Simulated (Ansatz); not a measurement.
Reaction (formal exchange of groups at a C–C bond): `N#CC1=CCC=C1` + `C#CC#N` → `N#CC#CC#N` + `C1=CCC=C1`

Isolated molecules relaxed with PBE0-D4/def2-TZVP in Ansatz; ΔE leaves out vibrations. CCSD(T)/CBS adds triple-zeta CCSD(T) − MP2 to the extrapolated MP2 energy (def2 sets, frozen cores). DFT in def2-TZVPP.

| level | ΔE (kJ/mol) |
| --- | --- |
| LDA (SPW92) | 9.9 |
| B97M-V | 11.0 |
| CAM-B3LYP-D4 | 26.5 |
| PBE | 7.7 |

Question: What does CCSD(T)/CBS give? (Estimate.)

Answer: Ansatz gave: +27.8 kJ/mol. The listed levels differ from it by -17.9, -16.8, -1.3, -20.1 kJ/mol.

Question: What do rigid-rotor, harmonic-oscillator terms from PBE0-D4/def2-TZVP frequencies (298.15 K, 1 bar) make of the CCSD(T)/CBS value? (Best estimate.)

Answer: Ansatz gave: ΔZPE = +1.7 kJ/mol, ΔH = +29.4 kJ/mol, ΔS = -8 J/(mol·K), ΔG = +31.9 kJ/mol.

Largest T1 diagnostic among the species: 0.015.

The D4 term adds +3.0 kJ/mol with B3LYP and +1.8 kJ/mol with PBE0; it sums over pairs of atoms, weighted by their polarisabilities, and B3LYP, whose exchange is more repulsive, gets the larger term. From r2SCAN to r2SCAN0 (25 % exact exchange), in def2-TZVPP and without D4, ΔE moves by +8.7 kJ/mol.

B3LYP here is the variant with VWN-RPA as its local correlation; programs differ in this.

CCSD(T)/CBS has its own doubt, a few kJ/mol and more with outer-core shells, so smaller differences from it don't rank the levels.
